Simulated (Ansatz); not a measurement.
Take LiI in the rock salt structure (space group Fm-3m, No. 225) as the base.

```yaml
crystal:
  lattice:
    - [0.00000, 2.95164, 2.95164]
    - [2.95164, 0.00000, 2.95164]
    - [2.95164, 2.95164, 0.00000]
  atoms:
    - { symbol: I, position: [0.00000, 0.00000, 0.00000] }
    - { symbol: Li, position: [0.50000, 0.50000, 0.50000] }
```

Cartesian axes are those of the cell as printed.

All numbers come from PBEsol in Ansatz (plane waves to 420 eV, PAW, without spin-orbit coupling).

For the base:

| Property | Result |
|---|---|
| Shortest interatomic distance | 5.578 bohr |
| Smallest direct gap | 4.35 eV |
| Band gap | 4.31 eV |

Modification: a free-standing slab of 2 layers (4 atoms, 2 a layer) is cut normal to the z axis, with 15 Å of vacuum and the in-plane cell held at bulk.

Predict the new excess energy per area of both faces, shortest interatomic distance, smallest direct gap, band gap and gap character.

The excess energy per area of both faces (slab less bulk energy over the cell's area: twice a surface energy) amounts to 0.20 J/m²; the shortest interatomic distance decreases by 0.343 bohr (5.578 bohr → 5.235 bohr); the smallest direct gap increases by 0.06 eV to 4.41 eV; the band gap drops by 0.07 eV, from 4.31 eV to 4.24 eV; the gap character comes out as indirect, k = (0, 3/8, 0) in the run's primitive reciprocal basis → Γ.

Slab and bulk use different k-meshes, which limits the precision of the excess energy. With I present, leaving out spin-orbit coupling can change the band edges. No phonon test of stability was made. k-point labels follow each cell's own Brillouin zone.

Ansatz is a first-principles code.
